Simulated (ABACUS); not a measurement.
Crystal: Pb.

```
Pb
1.0
    -1.97966    1.97966    1.97966
     1.97966   -1.97966    1.97966
     1.97966    1.97966   -1.97966
Pb
1
Direct
  0.00000 0.00000 0.00000
```

This isn't the form of Pb at room conditions, which is fcc.

Base run:

* Program: ABACUS 3.10.1
* Functional: PBE
* Potentials or basis: PseudoDojo NC SR 0.4.1 PBE standard
* Cutoff: 1361 eV
* Density cutoff: 5442 eV
* Basis: DZP LCAO (the cutoffs set its grid)
* k mesh: 9 × 9 × 9
* Occupations: fermi-dirac, width 0.05 eV
* Spin: no spin polarisation

Its results: band gap on the k mesh none (metal or under the smearing width); pressure 2.1 GPa.

Task: The run is repeated on the same cell with these changes: basis from DZP LCAO (the cutoffs set its grid) to TZDP LCAO (the cutoffs set its grid); orbital files from Pb Pb_confined-atom_8au_2s2p2d.orb to Pb Pb_confined-atom_8au_3s3p3d1f.orb. What comes out?

Result: Band gap on the k mesh none (metal or under the smearing width); pressure 1.1 GPa.

Caveats: the atomic orbitals were generated for these runs and aren't a published set; the basis of atomic orbitals isn't converged, which shifts pressures, moduli and gaps.
